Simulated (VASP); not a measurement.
A run of VASP 6.6.1:

INCAR

```
  PREC = Accurate
  ENCUT = 600
  EDIFF = 1E-7
  ISMEAR = -1
  SIGMA = 0.05
  LREAL = F
  LASPH = T
  NELM = 80
  ALGO = Normal
  ISIF = 3
  LWAVE = F
  LCHARG = F
  GGA = PE
  IVDW = 13
  IBRION = 2
  NSW = 40
  EDIFFG = -0.01
```

Contents of KPOINTS:

```
regular mesh
0
Gamma
  7 7 7
```

Contents of POSCAR:

```
TePb
1.0
    0.0000000000      3.2310000000      3.2310000000
    3.2310000000      0.0000000000      3.2310000000
    3.2310000000      3.2310000000      0.0000000000
Pb Te
1 1
Direct
    0.0000000000      0.0000000000      0.0000000000
    0.5000000000      0.5000000000      0.5000000000
```

Potentials or basis: VASP PAW PBE potentials, release 64 (Pb_d, Te).

The run is started by

```console
$ cat potpaw_PBE.64/Pb_d/POTCAR potpaw_PBE.64/Te/POTCAR > POTCAR
$ mpirun -np 1 vasp_std > vasp.out
```

Hardware: 1 thread of Intel(R) Xeon(R) Platinum 8375C CPU @ 2.90GHz (Ice Lake), with other jobs on the host.

How long does it take, and how much memory?

It took 43 s on 1 thread of Intel(R) Xeon(R) Platinum 8375C CPU @ 2.90GHz (Ice Lake), with other jobs on the host, peak memory 0.24 GiB. Counts: scf iterations 22, k points 20, ion steps 2.
